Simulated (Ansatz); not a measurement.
# Fe: the cost of one run

Program: Ansatz 0.2.0. Level of theory: DFT PBE, PAW, plane waves, scalar-relativistic. These are calculated values, not measurements.

This is Fe in the fcc structure; at room conditions it is bcc.

### 1 Starting point

It takes space group Fm-3m (No. 225, cubic). Conventional cell: a = 3.545 Å, b = 3.545 Å, c = 3.545 Å, α = 90.00°, β = 90.00°, γ = 90.00°. Around Fe (site symmetry m-3m) lie 12 Fe at 2.51 Å.

Coordinates:

```
Fe
1.0
     0.00000   -1.77250   -1.77250
    -3.54500   -1.77250   -1.77250
     0.00000    1.77250   -1.77250
Fe
2
Direct
  0.00000 0.00000 0.00000
  0.00000 0.50000 0.50000
```

Atoms are counted from 1 in the order of input.yaml (Fe2 and so on).

First come: parallel moments, plain SCF; opposed moments +-, plain SCF; no spin polarisation; spin on, no moments given (the program may seed its own), plain SCF. What is tried next depends on their ends.

“Plain SCF” means no search for lower states. 

Moments by site are taken inside atomic spheres; the rest lies between them.

### 2 Parallel moments, plain SCF

Input file input.yaml:

```yaml
crystal:
  lattice:
    - [0.0, -1.7725, -1.7725]
    - [-3.545, -1.7725, -1.7725]
    - [0.0, 1.7725, -1.7725]
  atoms:
    - { symbol: Fe, position: [0.0, 0.0, 0.0], spin: 4.0 }
    - { symbol: Fe, position: [0.0, 0.5, 0.5], spin: 4.0 }
magnetization:
  spin_polarized: true
hamiltonian:
  xc: pbe
  pseudopotentials: { kind: paw }
basis:
  ecutwfc: 420
kpoints:
  mp_grid: { grid: [13, 8, 11] }
scf:
  occupations: { method: fermi_dirac, width: 0.05 }
  lower_state_search: "off"
output:
  forces: true
  stress: true
```

Q: Estimate wall time and peak memory on 2 threads of an x86-64 CPU, shared host.

About 77 s, with a peak of 1.3 GiB.
